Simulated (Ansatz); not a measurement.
C:

```xyz
2
Lattice="0.0000 1.7834 1.7834 1.7834 0.0000 1.7834 1.7834 1.7834 0.0000" Properties=species:S:1:pos:R:3 pbc="T T T"
C     2.6751    2.6751    2.6751
C     1.7834    1.7834    1.7834
```

This isn't the form of C at room conditions, which is graphite.

Base run:

- Program: Ansatz 0.2.0
- Functional: PBEsol
- Potentials or basis: all-electron PAW datasets made for the crystal
- Cutoff: 600 eV
- Density cutoff: 2400 eV
- k mesh: 13 × 13 × 13
- Occupations: fixed
- Spin: no spin polarisation

Its results: band gap on the k mesh 4.02 eV, indirect (least direct gap 5.55 eV); electronic dielectric tensor (diagonal) 5.89.

The run is repeated on the same cell with these changes: functional from PBEsol to LDA. What comes out?

Band gap on the k mesh 4.11 eV, indirect (least direct gap 5.55 eV); electronic dielectric tensor (diagonal) 5.81.

Caveats: the program warned that the printed levels may be off, so bands, gaps and densities of states are rough; an odd mesh through Γ misses points on the zone boundary, where band edges often lie.

Not every run made on this cell is shown here.
